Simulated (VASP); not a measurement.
# Sr (Cmce) in VASP: notebook

The runs below take Sr through single point, with PBEsol.

All numbers are computed with VASP 6.6.1; they aren't measurements. Logs are shortened: lines on timing, memory, paths and dates and some standing lists are left out, and cuts for length are marked.

## Step 1: The crystal as given

The structure is orthorhombic, space group Cmce (No. 64). The conventional cell has a = 8.134 Å, b = 5.376 Å, c = 10.965 Å, α = 90.00°, β = 90.00°, γ = 90.00°. Around Sr (site symmetry m) lie 1 Sr at 3.03 Å.

The cell was built by a generator and needn't be a form met in nature.

## Step 2: Single point, PBEsol

Contents of INCAR:

```
PREC = Accurate
ENCUT = 520
EDIFF = 1E-7
ISMEAR = 0
SIGMA = 0.1
LREAL = F
LASPH = T
NELM = 100
ALGO = Normal
ISIF = 2
LWAVE = F
LCHARG = T
GGA = PS
LELF = T
LVHAR = T
NBANDS = 28
```

Contents of KPOINTS:

```
regular mesh
0
Gamma
  4 4 2
```

Contents of POSCAR:

```
Sr
1.0
    4.0671279462     -2.6880604413      0.0000000000
    4.0671279462      2.6880604413      0.0000000000
    0.0000000000      0.0000000000     10.9652684531
Sr
4
Direct
    0.8500000000      0.1500000000      0.1170000000
    0.6500000000      0.3500000000      0.6170000000
    0.1500000000      0.8500000000      0.8830000000
    0.3500000000      0.6500000000      0.3830000000
```

Potentials or basis: VASP PAW PBE potentials, release 64 (Sr_sv).

Command:

```bash
cat potpaw_PBE.64/Sr_sv/POTCAR > POTCAR
mpirun -np 1 vasp_std > vasp.out
```

OUTCAR:

```text
PREC = Accurate
   ENCUT = 520
   EDIFF = 1E-7
   ISMEAR = 0
   LREAL = F
   LASPH = T
   NELM = 100
   ISIF = 2
   GGA = PS

 ion  position               nearest neighbor table
   1  0.850  0.150  0.117-   3 3.03   4 3.97   4 3.97   3 4.55   3 4.93   3 4.93   4 5.00   4 5.00

   2  0.650  0.350  0.617-   4 3.03   3 3.97   3 3.97   4 4.55   4 4.93   4 4.93   3 5.00   3 5.00

   3  0.150  0.850  0.883-   1 3.03   2 3.97   2 3.97   1 4.55   1 4.93   1 4.93   2 5.00   2 5.00

   4  0.350  0.650  0.383-   2 3.03   1 3.97   1 3.97   2 4.55   2 4.93   2 4.93   1 5.00   1 5.00

  LATTYP: Found a base centered orthorhombic cell.
 ALAT       =     5.3761208826
 B/A-ratio  =     1.5130344109
 C/A-ratio  =     2.0396246090

  Lattice vectors:

 A1 = (  -4.0671279462,  -2.6880604413,   0.0000000000)
 A2 = (   4.0671279462,  -2.6880604413,   0.0000000000)
 A3 = (   0.0000000000,   0.0000000000,  10.9652684531)

Analysis of symmetry for initial positions (statically):
=====================================================================
 Subroutine PRICEL returns:
 Original cell was already a primitive cell.

 Routine SETGRP: Setting up the symmetry group for a
 base centered orthorhombic supercell.

 Subroutine GETGRP returns: Found  8 space group operations
 (whereof  4 operations were pure point group operations)
 out of a pool of  8 trial point group operations.

The static configuration has the point symmetry C_2h.
 The point group associated with its full space group is D_2h.

Analysis of symmetry for dynamics (positions and initial velocities):
=====================================================================
 Subroutine PRICEL returns:
 Original cell was already a primitive cell.

 Routine SETGRP: Setting up the symmetry group for a
 base centered orthorhombic supercell.

 Subroutine GETGRP returns: Found  8 space group operations
 (whereof  4 operations were pure point group operations)
 out of a pool of  8 trial point group operations.

The dynamic configuration has the point symmetry C_2h.
 The point group associated with its full space group is D_2h.

 Subroutine INISYM returns: Found  8 space group operations
 (whereof  4 operations are pure point group operations),
 and found     1 'primitive' translations

----------------------------------------------------------------------------------------
[... 84 lines left out ...]
   ENCUT  =  520.0 eV  38.22 Ry    6.18 a.u.   9.06  9.06 20.39*2*pi/ulx,y,z
   NELM   =    100;   NELMIN=  2; NELMDL= -5     # of ELM steps
   EDIFF  = 0.1E-06   stopping-criterion for ELM
   LREAL  =      F    real-space projection
   EDIFFG = 0.1E-05   stopping-criterion for IOM
   NSW    =      0    number of steps for IOM
   IBRION =     -1    ionic relax: 0-MD 1-quasi-New 2-CG
   NFREE  =      0    steps in history (QN), initial steepest desc. (CG)
   ISIF   =      2    stress and relaxation
   ISYM   =      2    0-nonsym 1-usesym 2-fastsym
   POTIM  = 0.5000    time-step for ionic-motion
   TEBEG  =    0.0;   TEEND  =   0.0 temperature during run
   PSTRESS=    0.0 pullay stress
   NELECT =      40.0000    total number of electrons
   NUPDOWN=      -1.0000    fix difference up-down
   EMIN   =  10.00;   EMAX   =-10.00  energy-range for DOS
   EFERMI =   0.00;   METHOD = LEGACY
   ISMEAR =     0;   SIGMA  =   0.10  broadening in eV -4-tet -1-fermi 0-gaus
   EFERMI_NEDOS =   21; number of points for ismear=-14 and -15
   IALGO  =     38    algorithm
   IMIX   =      4    mixing-type and parameters
     AMIX     =   0.40;   BMIX     =  1.00
     AMIX_MAG =   1.60;   BMIX_MAG =  1.00
  volume/ion in A,a.u.               =      59.94       404.49
  Fermi-wavevector in a.u.,A,eV,Ry     =   0.901231  1.703080 11.050887  0.812217
  Thomas-Fermi vector in A             =   2.024286
   LORBIT       =      0    0 simple, 1 ext, 2 COOP (PROOUT), +10 PAW based schemes
   GGA     = PS    functional components
   LHFCALC =     F    Hartree Fock is set to
   AEXX    =    0.0000 exact exchange contribution
   IVDW    =     0    specifies the selected vdW correction
   LEPSILON=     F    determine dielectric tensor
   LRPA    =     F    only Hartree local field effects (RPA)
 non-spin polarized calculation
 Gauss-broadening in eV      SIGMA  =   0.10
  energy-cutoff  :      520.00
  volume of cell :      239.76
 maximum number of plane-waves:      6474
   NGX = 19   NGY = 19   NGZ = 41

 number of electron      40.0000000 magnetization

 Free energy of the ion-electron system (eV)
  ---------------------------------------------------
  ext. energy  EPLUGINS =         0.00000000
  ---------------------------------------------------
  free energy    TOTEN  =        -4.80427836 eV

  energy without entropy =       -4.76964229  energy(sigma->0) =       -4.78696033

 E-fermi :   1.0781     XC(G=0):  -7.1268

 val. band max:        1.0619792796   @ k =  -0.2500   0.2500   0.5000
 cond. band min:       1.0840696378   @ k =   0.2500   0.0000   0.0000
 fundamental gap:      0.0220903581
 Fermi energy:         1.0780780027

 k-point     1 :       0.0000    0.0000    0.0000
  band No.  band energies     occupation
      1     -35.8683      2.00000
      2     -35.8563      2.00000
      3     -35.7325      2.00000
      4     -35.7201      2.00000
      5     -18.4545      2.00000
      6     -18.4062      2.00000
[... 423 lines left out ...]
     27       3.3242      0.00000
     28       3.3242      0.00000

------------------------ aborting loop because EDIFF is reached ----------------------------------------

  FORCE on cell =-STRESS in cart. coord.  units (eV):
  Direction    XX          YY          ZZ          XY          YZ          ZX
  --------------------------------------------------------------------------------------
  -------------------------------------------------------------------------------------
  Total       -7.3649449     -0.2939776      6.0146368      0.0000000      0.0000000      0.0000000
  in kB      -49.2157328     -1.9644851     40.1923928      0.0000000      0.0000000      0.0000000
  external PRESSURE =      -3.6626084 kB  Pullay stress =       0.0000000 kB

 VOLUME and BASIS-vectors are now :
 -----------------------------------------------------------------------------
  energy-cutoff  :      520.00
  volume of cell :      239.76
      direct lattice vectors                 reciprocal lattice vectors
     4.067127946 -2.688060441  0.000000000     0.122936875 -0.186007722  0.000000000
     4.067127946  2.688060441  0.000000000     0.122936875  0.186007722  0.000000000
     0.000000000  0.000000000 10.965268453     0.000000000  0.000000000  0.091197038

 POSITION                                       TOTAL-FORCE (eV/Angst)
 -----------------------------------------------------------------------------------
      4.06713     -1.88164      1.28294         0.000000      1.267698      1.329555
      4.06713     -0.80642      6.76557         0.000000     -1.267698      1.329555
      4.06713      1.88164      9.68233         0.000000     -1.267698     -1.329555
      4.06713      0.80642      4.19970         0.000000      1.267698     -1.329555
 -----------------------------------------------------------------------------------
    total drift:                               -0.000000      0.000000      0.000000

  FREE ENERGIE OF THE ION-ELECTRON SYSTEM (eV)
  ---------------------------------------------------
  free  energy   TOTEN  =        -4.8042783645 eV

  energy  without entropy=       -4.7696422902  energy(sigma->0) =       -4.78696033
```

Wall time 1.9 min (1 thread of AMD EPYC 7R13 (Zen 3), shared host); peak memory 0.3 GiB.

What came out:

```
Free energy            : -4.8043 eV
Pressure               : -0.4 GPa
Largest force          : 1.837 eV/Å
Band gap on the k mesh : none (metal or under the smearing width)
```

Forces on the atoms (eV/Å):
```
Sr   0.000  1.268  1.330
Sr   0.000 -1.268  1.330
Sr   0.000 -1.268 -1.330
Sr   0.000  1.268 -1.330
```

Caveat: the PAW data sets were made with another functional, which shifts forces and pressure a little.

## Step 3: Single point, PBEsol

This run uses another cell than the first one: it holds 1 atom, not 4.

Contents of INCAR:

```
SYSTEM = Sr
ALGO     = Fast           ! electronic algorithm
EDIFF    = 1E-6           ! SCF threshold, eV
ENCUT    = 520            ! plane-wave cutoff, eV
GGA      = PS             ! functional
ISIF     = 2              ! what is computed and relaxed
ISMEAR   = 0              ! smearing method
LASPH    = .TRUE.         ! aspherical terms in the spheres
LCHARG   = .TRUE.         ! write CHGCAR
LELF     = .TRUE.         ! ELF
LREAL    = .FALSE.        ! projectors in reciprocal space
LVHAR    = .TRUE.       
LWAVE    = .FALSE.        ! write WAVECAR
NBANDS   = 11             ! bands
NELM     = 100            ! most SCF steps
PREC     = Accurate       ! precision mode
SIGMA    = 0.1            ! smearing width, eV
```

Contents of KPOINTS:

```
k-points
0
G
  18 18 18
  0 0 0
```

Contents of POSCAR:

```
Sr
1.0
   -2.0923657467      2.0923657467      2.9600060349
    2.0923657467     -2.0923657467      2.9600060349
    2.0923657467      2.0923657467     -2.9600060349
Sr
1
Direct
    0.0000000000      0.0000000000      0.0000000000
```

Potentials or basis: VASP PAW PBE potentials, release 64 (Sr_sv).

Command:

```bash
cat potpaw_PBE.64/Sr_sv/POTCAR > POTCAR
mpirun -np 1 vasp_std > vasp.out
```

OUTCAR:

```text
SYSTEM = Sr
   EDIFF = 1E-6
   ENCUT = 520
   GGA = PS
   ISIF = 2
   ISMEAR = 0
   LASPH = .TRUE.
   LREAL = .FALSE.
   NELM = 100
   PREC = Accurate

 ion  position               nearest neighbor table
   1  0.000  0.000  0.000-

  LATTYP: Found a body centered tetragonal cell.
 ALAT       =     4.1847314934
 C/A-ratio  =     1.4146695144

  Lattice vectors:

 A1 = (  -2.0923657467,   2.0923657467,   2.9600060349)
 A2 = (   2.0923657467,  -2.0923657467,   2.9600060349)
 A3 = (   2.0923657467,   2.0923657467,  -2.9600060349)

Analysis of symmetry for initial positions (statically):
=====================================================================
 Subroutine PRICEL returns:
 Original cell was already a primitive cell.

 Routine SETGRP: Setting up the symmetry group for a
 body centered tetragonal supercell.

 Subroutine GETGRP returns: Found 16 space group operations
 (whereof 16 operations were pure point group operations)
 out of a pool of 16 trial point group operations.

The static configuration has the point symmetry D_4h.

[... 168 lines left out ...]
  band No.  band energies     occupation
      1     -34.7243      2.00000
      2     -16.6139      2.00000
      3     -16.6139      2.00000
      4     -16.6139      2.00000
      5      -2.0505      2.00000
      6       4.0920      0.00000
      7       4.0938      0.00000
      8       4.0938      0.00000
      9       5.6639      0.00000
     10       5.6668      0.00000
     11       8.9957      0.00000
[... 309 lines left out ...]
 k-point    24 :      -0.2222    0.0556    0.0000
  band No.  band energies     occupation
      1     -34.7172      2.00000
      2     -16.7048      2.00000
      3     -16.6309      2.00000
      4     -16.6262      2.00000
      5      -1.3275      2.00000
      6       3.2283      0.00000
      7       4.2770      0.00000
      8       4.2945      0.00000
      9       5.2391      0.00000
     10       5.7153      0.00000
     11       9.2784      0.00000

 [... further k-points ...]

------------------------ aborting loop because EDIFF is reached ----------------------------------------

  FORCE on cell =-STRESS in cart. coord.  units (eV):
  Direction    XX          YY          ZZ          XY          YZ          ZX
  --------------------------------------------------------------------------------------
  -------------------------------------------------------------------------------------
  Total        0.0059106      0.0059106      0.0054138      0.0000000      0.0000000     -0.0000000
  in kB        0.1826912      0.1826912      0.1673343      0.0000000      0.0000000     -0.0000000
  external PRESSURE =       0.1775723 kB  Pullay stress =       0.0000000 kB

 VOLUME and BASIS-vectors are now :
 -----------------------------------------------------------------------------
  energy-cutoff  :      520.00
  volume of cell :       51.84
      direct lattice vectors                 reciprocal lattice vectors
    -2.092365747  2.092365747  2.960006035     0.000000000  0.238963958  0.168918575
     2.092365747 -2.092365747  2.960006035     0.238963958  0.000000000  0.168918575
     2.092365747  2.092365747 -2.960006035     0.238963958  0.238963958  0.000000000

 POSITION                                       TOTAL-FORCE (eV/Angst)
 -----------------------------------------------------------------------------------
      0.00000      0.00000      0.00000         0.000000      0.000000      0.000000
 -----------------------------------------------------------------------------------
    total drift:                                0.000000      0.000000     -0.000000

  FREE ENERGIE OF THE ION-ELECTRON SYSTEM (eV)
  ---------------------------------------------------
  free  energy   TOTEN  =        -1.8431080206 eV

  energy  without entropy=       -1.8373795312  energy(sigma->0) =       -1.84024378
```

OSZICAR:

```text
N       E                     dE             d eps       ncg     rms          rms(c)
DAV:   1     0.352233906205E+02    0.35223E+02   -0.47914E+03 10576   0.788E+02
DAV:   2    -0.224668659542E+00   -0.35448E+02   -0.34803E+02 12304   0.152E+02
DAV:   3    -0.177467788654E+01   -0.15500E+01   -0.15339E+01 15623   0.237E+01
DAV:   4    -0.184688622950E+01   -0.72208E-01   -0.72047E-01 13786   0.457E+00
DAV:   5    -0.184849468912E+01   -0.16085E-02   -0.16083E-02 14978   0.531E-01    0.121E+01
RMM:   6    -0.184511589189E+01    0.33788E-02   -0.53259E-03 11367   0.868E-01    0.686E+00
RMM:   7    -0.184280545144E+01    0.23104E-02   -0.11135E-02 12662   0.127E+00    0.243E-01
RMM:   8    -0.184300400293E+01   -0.19855E-03   -0.34692E-03 14660   0.351E-01    0.789E-02
RMM:   9    -0.184308931241E+01   -0.85309E-04   -0.60740E-04 16955   0.105E-01    0.791E-02
RMM:  10    -0.184310197494E+01   -0.12663E-04   -0.10261E-04 16621   0.494E-02    0.837E-02
RMM:  11    -0.184311529918E+01   -0.13324E-04   -0.29734E-05 14104   0.595E-02    0.385E-02
RMM:  12    -0.184310898443E+01    0.63147E-05   -0.12024E-05 15023   0.193E-02    0.178E-02
RMM:  13    -0.184310791913E+01    0.10653E-05   -0.41531E-06 12834   0.139E-02    0.165E-03
RMM:  14    -0.184310802060E+01   -0.10147E-06   -0.10210E-06  9973   0.479E-03
   1 F= -.18431080E+01 E0= -.18402438E+01  d E =-.572849E-02
```

stdout:

```text
POSCAR found type information on POSCAR Sr
 POSCAR found :  1 types and       1 ions
 scaLAPACK will be used
 -----------------------------------------------------------------------------
|                                                                             |
|                                                                             |
|     You enforced a specific xc type in the INCAR file but a different       |
|     I HOPE YOU KNOW WHAT YOU ARE DOING!                                     |
|                                                                             |
 -----------------------------------------------------------------------------

 LDA part: xc-table for (Slater+PW92), standard interpolation
 POSCAR, INCAR and KPOINTS ok, starting setup
 FFT: planning ... GRIDC
 FFT: planning ... GRID_SOFT
 FFT: planning ... GRID
 WAVECAR not read
 entering main loop
WARNING in EDDRMM: call to ZHEGV failed, returncode =   6  3     11
WARNING in EDDRMM: call to ZHEGV failed, returncode =   6  3      5
WARNING in EDDRMM: call to ZHEGV failed, returncode =   8  4     10
WARNING in EDDRMM: call to ZHEGV failed, returncode =   6  3      7
WARNING in EDDRMM: call to ZHEGV failed, returncode =   6  3      8
WARNING in EDDRMM: call to ZHEGV failed, returncode =   8  4      7
WARNING in EDDRMM: call to ZHEGV failed, returncode =   6  3      5
WARNING in EDDRMM: call to ZHEGV failed, returncode =   6  3      5
WARNING in EDDRMM: call to ZHEGV failed, returncode =   6  3      6
WARNING in EDDRMM: call to ZHEGV failed, returncode =   6  3      5
WARNING in EDDRMM: call to ZHEGV failed, returncode =   6  3      5
WARNING in EDDRMM: call to ZHEGV failed, returncode =   8  4     10
WARNING in EDDRMM: call to ZHEGV failed, returncode =   6  3      5
```

It took 4.6 min on 1 thread of AMD EPYC 7R13 (Zen 3), shared host; peak memory 0.36 GiB.

What came out:

- Free energy: -1.8431 eV
- Pressure: 0.0 GPa
- Band gap on the k mesh: none (metal or under the smearing width)

Levels at points of the mesh, in eV from the Fermi level:
```csv
k point,band 2,band 3,band 4,band 5,band 6,band 7,band 8,band 9
"(0.00, 0.00, 0.00)",-18.33,-18.33,-18.33,-3.77,2.37,2.37,2.37,3.94
"(0.50, 0.00, 0.00)",-18.58,-18.37,-18.37,-1.19,0.13,2.21,2.21,5.07
"(0.50, 0.50, 0.00)",-18.56,-18.42,-18.42,-0.73,0.26,1.17,5.08,5.40
"(0.50, 0.50, 0.50)",-18.56,-18.42,-18.42,-0.73,0.26,1.17,5.08,5.40
```

Caveat: the PAW data sets were made with another functional, which shifts forces and pressure a little.
